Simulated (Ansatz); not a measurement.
**Ionic part of the dielectric constant of ZnS at 20 GPa, mode by mode**

Method: Ansatz, DFT LDA, scalar-relativistic, plane waves, PAW. Cutoff 420 eV, 10×10×10 k-points (Γ-centred), fixed occupations. No spin polarisation. Phonons by linear response, acoustic sum rule imposed.

The structure is cubic, space group F-43m (No. 216). Conventional cell: a = 5.019 Å, b = 5.019 Å, c = 5.019 Å, α = 90.00°, β = 90.00°, γ = 90.00°. Zn (site symmetry -43m) has 4 S at 2.17 Å as nearest neighbours. S (site symmetry -43m) has 4 Zn at 2.17 Å as nearest neighbours.

The real crystal has changed phase below this pressure.

The primitive cell has V = 31.61 Å³ and ε∞,yy = 6.271. Each polar mode adds Δε = (4.92064×10⁷/V)·S/ν² along y, with S its oscillator strength in e²/amu, ν in cm⁻¹ and V in Å³.

**Question.** From these modes, find each Δε and ε0,yy.
| ν (cm⁻¹) | S_yy (e²/amu) |
| --- | --- |
| 378.7 | 0.1288 |

**Answer.**
```tsv
ν (cm⁻¹)	Δε
378.7	1.40
```

The sum is 1.398, so ε0,yy = 7.67; the run's tensor has 7.67.

**Question.** Where do the longitudinal modes lie for a wave vector along y?

**Answer.** At 419 cm⁻¹. The Lyddane–Sachs–Teller product Π(ν_LO/ν_TO)² = 1.22 matches ε0/ε∞ = 1.22.

Cost: 1 run of about 0.96 core-minutes, on Arm Neoverse V1 (shared hosts).

The static dielectric constant is mainly electronic: the lattice adds only 1.40 to an ε∞ of 6.271. In zinc blende the sole optical mode at the zone centre is the triply degenerate, polar motion of Zn against S, so one component along y carries the whole ionic response, and cubic symmetry makes that response isotropic. Its modest size reflects partly covalent sp³ bonding, which combines a stiff restoring force with a moderate dynamical charge. Compression probably reduces the ionic term further by stiffening the transverse mode, since the contribution falls as the inverse square of the frequency, but a single pressure can't show this trend.

The longitudinal mode lies higher, at 419 cm⁻¹, because its macroscopic field adds to the restoring force, while the electrons screen that field. LDA usually overestimates this electronic screening, so ε∞ is probably somewhat too large and the splitting somewhat too small. The Lyddane–Sachs–Teller agreement confirms internal consistency, not the accuracy of either dielectric constant. A real frequency at the zone centre also leaves dynamical stability elsewhere in the zone untested.
